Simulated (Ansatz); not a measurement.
A (201) slab of C (C2/m (No. 12)), 16 planes, outer planes C (top) and C (bottom), with 16 atoms (C16) in a surface cell of A = 12.461 Å², as cut from the bulk:

```
CELL_PARAMETERS angstrom
2.45886 0.00000 0.00000
-1.22943 5.06760 0.00000
0.00000 0.00000 26.17553
ATOMIC_POSITIONS crystal
C 0.30432 0.60864 0.28653
C 0.75542 0.51085 0.30594
C 0.65757 0.31514 0.34475
C 0.10867 0.21735 0.36416
C 0.01082 0.02164 0.40296
C 0.46192 0.92384 0.42238
C 0.36407 0.72813 0.46118
C 0.81517 0.63034 0.48060
C 0.71732 0.43463 0.51940
C 0.16842 0.33684 0.53882
C 0.07056 0.14113 0.57762
C 0.52167 0.04334 0.59704
C 0.42381 0.84763 0.63584
C 0.87492 0.74983 0.65525
C 0.77706 0.55412 0.69406
C 0.22816 0.45633 0.71347
```

Method: DFT PBEsol, scalar-relativistic, plane waves, PAW (Ansatz 0.2.0). Plane waves to 420 eV, a k mesh through Γ of 11×5×1 on the computed 16-atom cell and Gaussian smearing (0.05 eV); no spin polarisation. The cell repeats along c with a dipole correction in the vacuum.

Against the same 16 atoms in the bulk, the slab as cut lies 7.042 eV higher and the relaxed slab 6.830 eV higher.

Q: Work out the surface energy before and after relaxation.

A: The slab has two faces, so γ = (E_slab − N·E_bulk)/(2A), the mean of both. As cut: 7.042/(2 × 12.461) = 0.2826 eV/Å², and 1 eV/Å² = 16.02 J/m², so γ = 4.53 J/m². Relaxed: 6.830/(2 × 12.461) = 0.2741 eV/Å² = 4.39 J/m². Relaxation recovers 3 % of the cost of cutting.

Q: What is the ideal work of this cut, per area?

A: Griffith's ideal work is 2γ: 9.05 J/m² if the new faces stay rigid, 8.78 J/m² if they relax. Other cuts parallel to this plane can cost less. One thickness was run, 16 planes, so γ can still shift with it.

The smearing is narrow for a metal on this mesh.

The reference crystal is a form of C, which isn't its usual structure.